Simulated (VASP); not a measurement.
**Input and output of a VASP HSE06 single-point calculation on AgCl (zincblende)**

INCAR, step 1 (PBE orbitals to start from)

```
SIGMA = 0.01
ENCUT = 520
PREC = Accurate
LCHARG = .FALSE.
EDIFF = 1E-5
GGA = PE
ISMEAR = 0
LREAL = .FALSE.
NBANDS = 16
LWAVE = .TRUE.
NELM = 120
LASPH = .TRUE.
```

INCAR, step 2

```
LCHARG = .FALSE.
LWAVE = .FALSE.
ISMEAR = 0
EDIFF = 1E-7
AEXX = 0.25
ALGO = Normal
LASPH = .TRUE.
PRECFOCK = Fast
NBANDS = 16
IBRION = -1
SIGMA = 0.01
LHFCALC = .TRUE.
ISTART = 1
GGA = PE
ISIF = 2
PREC = Accurate
ENCUT = 520
HFSCREEN = 0.2079
NELM = 120
NSW = 0
LREAL = .FALSE.
```

KPOINTS

```
KPOINTS created by Atomic Simulation Environment
0
Gamma
6 6 6
0 0 0
```

KPOINTS_OPT

```
special points
6
Reciprocal
0.0000000000 0.0000000000 0.0000000000 1
0.5000000000 0.0000000000 0.5000000000 1
0.5000000000 0.2500000000 0.7500000000 1
0.3750000000 0.3750000000 0.7500000000 1
0.5000000000 0.5000000000 0.5000000000 1
0.6250000000 0.2500000000 0.6250000000 1
```

POSCAR

```
Ag Cl
 1.0000000000000000
    -0.0000000000000000    2.9932461610011161    2.9932461610011161
     2.9932461610011161   -0.0000000000000000    2.9932461610011161
     2.9932461610011161    2.9932461610011161    0.0000000000000000
 Ag  Cl
   1   1
Cartesian
  0.0000000000000000  0.0000000000000000  0.0000000000000000
  1.4966230805005580  1.4966230805005580  1.4966230805005580
```

VASP ran with the recommended PBE PAW datasets (18 valence electrons in the cell).

Command

```
mpirun -np 1 vasp_std
```

OSZICAR

```
N       E                     dE             d eps       ncg     rms          rms(c)
DAV:   1    -0.668220647484E+01   -0.66822E+01   -0.28386E-01   544   0.663E+00    0.110E+00
DAV:   2    -0.667772613741E+01    0.44803E-02   -0.62105E-02   632   0.295E+00    0.732E-01
DAV:   3    -0.667689492399E+01    0.83121E-03   -0.72698E-03   680   0.939E-01    0.489E-01
DAV:   4    -0.667691490461E+01   -0.19981E-04   -0.43040E-04   696   0.168E-01    0.294E-01
DAV:   5    -0.667689285375E+01    0.22051E-04   -0.41657E-05   680   0.632E-02    0.174E-01
DAV:   6    -0.667688951223E+01    0.33415E-05   -0.12264E-05   640   0.257E-02    0.105E-01
DAV:   7    -0.667688929451E+01    0.21772E-06   -0.22097E-06   632   0.116E-02    0.624E-02
DAV:   8    -0.667688998112E+01   -0.68661E-06   -0.12956E-06   592   0.909E-03    0.368E-02
DAV:   9    -0.667689066124E+01   -0.68012E-06   -0.58224E-07   624   0.569E-03    0.218E-02
DAV:  10    -0.667689115251E+01   -0.49128E-06   -0.28463E-07   656   0.381E-03    0.130E-02
DAV:  11    -0.667689142556E+01   -0.27305E-06   -0.14603E-07   632   0.265E-03    0.786E-03
DAV:  12    -0.667689156720E+01   -0.14164E-06   -0.73297E-08   536   0.189E-03    0.477E-03
DAV:  13    -0.667689163003E+01   -0.62824E-07   -0.39751E-08   544   0.145E-03
   1 F= -.66768916E+01 E0= -.66768916E+01  d E =-.224272E-28
       N       E                     dE             ncg
DAV:   1     0.745291419523E+03   -0.26150E+04      192
DAV:   2    -0.213727390507E+02   -0.76666E+03      232
DAV:   3    -0.625366532089E+02   -0.41164E+02      248
DAV:   4    -0.630992432469E+02   -0.56259E+00      288
DAV:   5    -0.631046893660E+02   -0.54461E-02      272
DAV:   6    -0.631047725090E+02   -0.83143E-04      256
DAV:   7    -0.631047743575E+02   -0.18486E-05      264
DAV:   8    -0.631047744029E+02   -0.45333E-07      240
```

From OUTCAR

```
k-points           NKPTS =     16   k-points in BZ     NKDIM =    216   number of bands    NBANDS=     16

   NELECT =      18.0000    total number of electrons

   dimension x,y,z NGX =    32 NGY =   32 NGZ =   32
   dimension x,y,z NGXF=    64 NGYF=   64 NGZF=   64

  energy-cutoff  :      520.00
  volume of cell :       53.64
      direct lattice vectors                 reciprocal lattice vectors
     0.000000000  2.993246161  2.993246161    -0.167042727  0.167042727  0.167042727
     2.993246161  0.000000000  2.993246161     0.167042727 -0.167042727  0.167042727
     2.993246161  2.993246161  0.000000000     0.167042727  0.167042727 -0.167042727

 k-points in reciprocal lattice and weights: KPOINTS created by Atomic Simulation Env
   0.00000000  0.00000000  0.00000000       0.005
   0.16666667  0.00000000  0.00000000       0.037
   0.33333333  0.00000000  0.00000000       0.037
   0.50000000  0.00000000  0.00000000       0.019
   0.16666667  0.16666667  0.00000000       0.028
   0.33333333  0.16666667  0.00000000       0.111
   0.50000000  0.16666667  0.00000000       0.111
  -0.33333333  0.16666667  0.00000000       0.111
   ...

 E-fermi :   0.8292

 k-point     1 :       0.0000    0.0000    0.0000
  band No.  band energies     occupation
      1     -15.2136      2.00000
      2      -3.6683      2.00000
      3      -3.6683      2.00000
      4      -3.6683      2.00000
      5      -1.7799      2.00000
      6      -1.7799      2.00000
      7       0.7540      2.00000
      8       0.7540      2.00000
      9       0.7540      2.00000
     10       3.4517      0.00000
     11      10.4472      0.00000
     12      10.4472      0.00000
     13      10.4472      0.00000
     14      15.0882      0.00000
     15      15.0882      0.00000
     16      15.2793      0.00000

 k-point     2 :       0.1667    0.0000    0.0000
  band No.  band energies     occupation
      1     -15.1655      2.00000
      2      -3.6766      2.00000
      3      -3.6090      2.00000
      4      -3.6090      2.00000
      5      -1.7852      2.00000
      6      -1.7852      2.00000
      7       0.0887      2.00000
      8       0.6103      2.00000
      9       0.6103      2.00000
     10       4.2478      0.00000
     11       9.6903      0.00000
     12      10.6902      0.00000
     13      10.6902      0.00000
     14      14.2718      0.00000
     15      14.2718      0.00000
     16      15.1756      0.00000

 k-point     3 :       0.3333    0.0000    0.0000
  band No.  band energies     occupation
      1     -15.0680      2.00000
      2      -3.5805      2.00000
      3      -3.4953      2.00000
      4      -3.4953      2.00000
      5      -1.7581      2.00000
      6      -1.7581      2.00000
      7      -1.0302      2.00000
      8       0.2986      2.00000
      9       0.2986      2.00000
     10       5.5508      0.00000
     11       8.9649      0.00000
     12      10.8506      0.00000
     13      10.8506      0.00000
     14      14.3471      0.00000
     15      14.5757      0.00000
     16      14.5757      0.00000

 k-point     4 :       0.5000    0.0000    0.0000
  band No.  band energies     occupation
      1     -15.0187      2.00000
      2      -3.4428      2.00000
      3      -3.4428      2.00000
      4      -3.4257      2.00000
      5      -1.7170      2.00000
      6      -1.7170      2.00000
      7      -1.6268      2.00000
      8       0.1230      2.00000
      9       0.1230      2.00000
     10       6.0813      0.00000
     11       8.9547      0.00000
     12      10.7690      0.00000
     13      10.7690      0.00000
     14      14.2210      0.00000
     15      15.9224      0.00000
     16      15.9224      0.00000

 k-point     5 :       0.1667    0.1667    0.0000
  band No.  band energies     occupation
      1     -15.1497      2.00000
      2      -3.7431      2.00000
      3      -3.5524      2.00000
      4      -3.5524      2.00000
      5      -1.8375      2.00000
      6      -1.7440      2.00000
      7       0.2051      2.00000
      8       0.3989      2.00000
      9       0.3989      2.00000
     10       4.5009      0.00000
     11       9.4351      0.00000
     12      10.8701      0.00000
     13      10.8701      0.00000
     14      12.7339      0.00000
     15      15.1556      0.00000
     16      17.1752      0.00000

 k-point     6 :       0.3333    0.1667    0.0000
  band No.  band energies     occupation
      1     -15.0689      2.00000
      2      -3.7159      2.00000
      3      -3.4257      2.00000
      4      -3.4221      2.00000
      5      -1.8411      2.00000
      6      -1.7115      2.00000
      7      -0.6875      2.00000
      8       0.0568      2.00000
      9       0.1587      2.00000
     10       5.6722      0.00000
     11       8.8623      0.00000
     12      10.5465      0.00000
     13      11.2333      0.00000
     14      12.8887      0.00000
     15      15.2359      0.00000
     16      16.3147      0.00000

 k-point     7 :       0.5000    0.1667    0.0000
  band No.  band energies     occupation
      1     -15.0035      2.00000
      2      -3.5447      2.00000
      3      -3.3552      2.00000
      4      -3.2921      2.00000
      5      -1.7573      2.00000
      6      -1.7084      2.00000
      7      -1.5280      2.00000
      8      -0.1766      2.00000
      9      -0.0804      2.00000
     10       6.6440      0.00000
     11       8.7407      0.00000
     12      10.2208      0.00000
     13      11.1780      0.00000
     14      13.8979      0.00000
     15      15.9763      0.00000
     16      16.0296      0.00000

 k-point     8 :      -0.3333    0.1667    0.0000
  band No.  band energies     occupation
      1     -15.0198      2.00000
      2      -3.4901      2.00000
      3      -3.4137      2.00000
      4      -3.3969      2.00000
      5      -1.7880      2.00000
      6      -1.7274      2.00000
      7      -1.2925      2.00000
      8      -0.2979      2.00000
      9       0.1629      2.00000
     10       6.4655      0.00000
     11       8.9368      0.00000
     12       9.9411      0.00000
     13      11.1364      0.00000
     14      14.2681      0.00000
     15      15.1917      0.00000
     16      16.0003      0.00000

 k-point     9 :      -0.1667    0.1667    0.0000
  band No.  band energies     occupation
      1     -15.1011      2.00000
      2      -3.6491      2.00000
      3      -3.5383      2.00000
      4      -3.5067      2.00000
      5      -1.8234      2.00000
      6      -1.7380      2.00000
      7      -0.4368      2.00000
      8       0.0460      2.00000
      9       0.5033      2.00000
     10       5.2377      0.00000
     11       9.2921      0.00000
     12      10.2601      0.00000
     13      11.0290      0.00000
     14      13.4256      0.00000
     15      14.7135      0.00000
     16      16.5579      0.00000

 k-point    10 :       0.3333    0.3333    0.0000
  band No.  band energies     occupation
      1     -15.0211      2.00000
      2      -3.8262      2.00000
      3      -3.2486      2.00000
      4      -3.2486      2.00000
      5      -1.8733      2.00000
      6      -1.6712      2.00000
      7      -0.6413      2.00000
      8      -0.3538      2.00000
      9      -0.3538      2.00000
     10       6.2207      0.00000
     11       8.2545      0.00000
     12      11.0707      0.00000
     13      12.0896      0.00000
     14      12.0896      0.00000
     15      15.3159      0.00000
     16      18.0299      0.00000

 k-point    11 :       0.5000    0.3333    0.0000
  band No.  band energies     occupation
      1     -14.9725      2.00000
      2      -3.7361      2.00000
      3      -3.1519      2.00000
      4      -3.0906      2.00000
      5      -1.7444      2.00000
      6      -1.6738      2.00000
      7      -1.3497      2.00000
      8      -0.6102      2.00000
      9      -0.5238      2.00000
     10       7.1007      0.00000
     11       8.1089      0.00000
     12      10.5878      0.00000
     13      12.2675      0.00000
     14      12.7442      0.00000
     15      15.9578      0.00000
     16      16.6525      0.00000

 k-point    12 :      -0.3333    0.3333    0.0000
  band No.  band energies     occupation
      1     -14.9721      2.00000
      2      -3.5661      2.00000
      3      -3.2457      2.00000
      4      -3.0799      2.00000
      5      -1.8823      2.00000
      6      -1.7538      2.00000
      7      -1.3882      2.00000
      8      -0.7849      2.00000
      9      -0.2369      2.00000
     10       7.5962      0.00000
     11       8.3029      0.00000
     12      10.0519      0.00000
     13      11.7206      0.00000
     14      13.0502      0.00000
     15      14.9828      0.00000
     16      17.2381      0.00000

 ...

  Total        0.3289912      0.3289912      0.3289912     -0.0000000      0.0000000     -0.0000000
  in kB        9.8273755      9.8273755      9.8273755     -0.0000000      0.0000000     -0.0000000
  external PRESSURE =       9.8273755 kB  Pullay stress =       0.0000000 kB

 POSITION                                       TOTAL-FORCE (eV/Angst)
 -----------------------------------------------------------------------------------
      0.00000      0.00000      0.00000         0.000000     -0.000000     -0.000000
      1.49662      1.49662      1.49662        -0.000000      0.000000      0.000000
 -----------------------------------------------------------------------------------
    total drift:                               -0.000000      0.000007      0.000001

  FREE ENERGIE OF THE ION-ELECTRON SYSTEM (eV)
  ---------------------------------------------------
  free  energy   TOTEN  =        -6.6768916300 eV

  energy  without entropy=       -6.6768916300  energy(sigma->0) =       -6.67689163
```

```json
{
 "gap between bands v and c": "2.70 eV",
 "least direct gap": "2.70 eV",
 "pressure": "1.0 GPa"
}
```

Band v is the last that the valence electrons fill when counted band by band, and c is the next.

The run (its last step) took about 43 min on one core of a shared host (Intel Xeon Platinum 8488C) and held 0.34 GiB at most.
